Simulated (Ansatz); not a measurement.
MnO:

```
Mn O
1.0
     0.00000    2.22391    2.22391
     2.22391    0.00000    2.22391
     2.22391    2.22391    0.00000
Mn O
1 1
Direct
  0.00000 0.00000 0.00000
  0.50000 0.50000 0.50000
```

The cell is a database's computed one.

Base run:

| Item | Value |
| --- | --- |
| Program | Ansatz 0.2.0 |
| Functional | HSE06 |
| Potentials or basis | Ansatz PAW |
| Cutoff | 420 eV (not typed: the program's choice for these potentials) |
| k mesh | 6 × 6 × 6 |
| Occupations | fermi-dirac, width 0.05 eV |
| Spin | collinear spin, ferromagnetic start |
| Starting moments | [4.0, 0.0] μB |

Its results: band gap on the k mesh 1.24 eV, indirect (least direct gap 4.05 eV); pressure 0.8 GPa; net moment 5.00 μB per cell; site moments Mn +4.31; O +0.22 μB.

**Question.** The run is repeated on the same cell with these changes: functional from HSE06 to LDA. What comes out?

**Answer.** Band gap on the k mesh none (metal or under the smearing width); pressure -15.0 GPa; net moment 4.69 μB per cell; site moments Mn +3.97; O +0.24 μB.

HSE06 gives the wider gap, since exact exchange removes part of the self-interaction.

Caveats: some runs use coarse meshes; a cell with one magnetic atom can't hold antiferromagnetic order, which such compounds often take; the PAW data sets come from PBE, with cores solved anew for the run's functional, which leaves a small shift of forces and pressure; the magnetic or orbital state may not be the lowest (some runs); the thresholds are loose for stress (some runs); semilocal functionals often make such compounds metallic where correlation or magnetic order opens a gap, which also shifts bond lengths (some runs).
